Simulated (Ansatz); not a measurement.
## Compressing Te: a fit and a missing row

Te, P3_121, a = 4.319 Å, c = 5.951 Å. Ansatz: PBEsol, PAW, 420 eV, Γ-centred 12×12×8 mesh on 3 atoms, Gaussian smearing 0.10 eV; no spin polarisation. Shape and atoms are relaxed at each volume; pressure is positive in compression.

| V (Å³/atom) | P (GPa) |
| --- | --- |
| 30.118 | 2.53 |
| 31.079 | ? |
| 32.041 | 0.00 |
| 33.002 | -0.85 |
| 33.963 | -1.48 |

**Question.** Take V0 = 32.041 Å³/atom, fit the third-order Birch–Murnaghan form to the other rows, and predict the missing pressure.

**Answer.** With the Eulerian strain f = ½[(V0/V)^(2/3) − 1] and y = P/[3f(1 + 2f)^(5/2)], the form is the line y = B0 + 1.5 B0 (B0′ − 4) f. Rows (f, y): 0.02106, 36.1; -0.00975, 30.5; -0.01905, 28.5. Means f = -0.002580, y = 31.700; Σ(Δf)² = 0.0008815, ΣΔfΔy = 0.1653; the slope is their ratio. y = 32.18 + 187.5 f GPa, so B0 = 32.2 GPa and B0′ = 4 + 2 × (187.5)/(3 × 32.18) = 7.88. At V = 31.079, f = 0.01027, y = 34.11 and P = 1.11 GPa. The run gave 1.11 GPa, the same to the digits shown.